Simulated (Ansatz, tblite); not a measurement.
# As with GFN1-xTB from a Python script

These are simulated results from tblite 0.8.0, not measurements. The cell was built from a prototype and was relaxed with r2SCAN in plane waves (Ansatz 0.2.0). It may be hypothetical. It is a single sheet, repeated along a and b, with vacuum along c. All runs are without spin polarisation.

In-plane lattice: a = 3.575 Å, b = 3.575 Å, γ = 120.0°; thickness between the outer nuclei 1.37 Å. As is surrounded by 3 As at 2.48 Å.

tblite solves periodic systems at the zone centre alone, so the script builds a cluster of 3×3×1 conventional cells (18 atoms), which folds in a coarse mesh of k points.

run.py reads:

```python
import json
from ase import Atoms
from ase.build import make_supercell
from ase.units import Bohr, GPa, Hartree
from tblite.interface import Calculator

atoms = Atoms(['As', 'As'],
              cell=[[3.57490879, 0.0, 0.0], [-1.78745439, 3.09596183, 0.0], [0.0, 0.0, 26.4156438]],
              scaled_positions=[[0.333333333, 0.666666667, 0.32061963], [0.666666667, 0.333333333, 0.372447782]],
              pbc=True)
cluster = make_supercell(atoms, [[3, 0, 0], [0, 3, 0], [0, 0, 1]])
calc = Calculator('GFN1-xTB', cluster.numbers, cluster.positions / Bohr, lattice=cluster.cell[:] / Bohr, periodic=cluster.pbc)
calc.set('temperature', 0.02 / Hartree)
calc.set('max-iter', 150)
res = calc.singlepoint()
levels = res.get('orbital-energies') * Hartree
nv = round(res.get('orbital-occupations').sum() / 2)
cells = len(cluster) // len(atoms)
out = {'energy_per_cell': res.get('energy') * Hartree / cells, 'homo': levels[nv - 1], 'lumo': levels[nv],
       'stress': (-res.get('virial') * Hartree / cluster.get_volume() / GPa).tolist(), 'charges': res.get('charges')[:len(atoms)].tolist(), 'electrons': 2 * nv / cells}
json.dump(out, open('results.json', 'w'))
for key, value in out.items():
    print(key, value)
```

Command: `python run.py`. It took 0.82 s on 1 thread of Arm Neoverse V1, on a shared host, peak memory 0.097 GiB.

The log:

```
------------------------------------------------------------
  cycle        total energy    energy error   density error
------------------------------------------------------------
      1     -42.96244613513  -4.2917304E+01   5.4636987E-02
      2     -42.96244680838  -6.7324811E-07   3.2641054E-02
      3     -42.96244718171  -3.7332489E-07   1.0548134E-04
      4     -42.96244718171   1.4210855E-14   6.0468086E-05
      5     -42.96244718170   4.6966875E-12   4.6557727E-07
------------------------------------------------------------

 total:                                   0.169 sec
energy_per_cell -129.8964149791987
homo -7.9902897084542195
lumo -6.364871755412073
stress [[-0.17597145561080252, -1.0150135249719534e-08, -1.7107866871885265e-08], [-1.0150135245509917e-08, -0.17597145948941267, 1.088472651291141e-08], [-1.710786689430562e-08, 1.0884726503490361e-08, -0.9713140071386072]]
charges [-3.290491475543833e-07, -3.290268319883216e-07]
electrons 10.0
```

The cycle table is in hartree for the whole cluster, and the lines after it are in eV (the energy for one cell). The printed stress is in GPa and positive in compression, and the pressure is its mean diagonal, here averaged over the vacuum too.

GFN1-xTB gives a gap of 1.63 eV. On the same cell, plane-wave PBE (Ansatz, 12×12×1 k points and the special points) gives a gap of 1.66 eV and r2SCAN a gap of 1.97 eV; on shared hosts these took about 8.3 and 22 core-seconds on the 2-atom cell, against 0.82 for the script. Semilocal gaps usually lie below measured ones. xTB was fitted to molecules, so gaps, charges and pressures of solids can be far off, and the gap also depends on the size of the cluster.

xTB was fitted mostly to molecules, and a small cluster samples few k points, so gaps, pressures and kinks along a curve can be far from a solid's.

The runs are scalar-relativistic, without spin-orbit coupling.
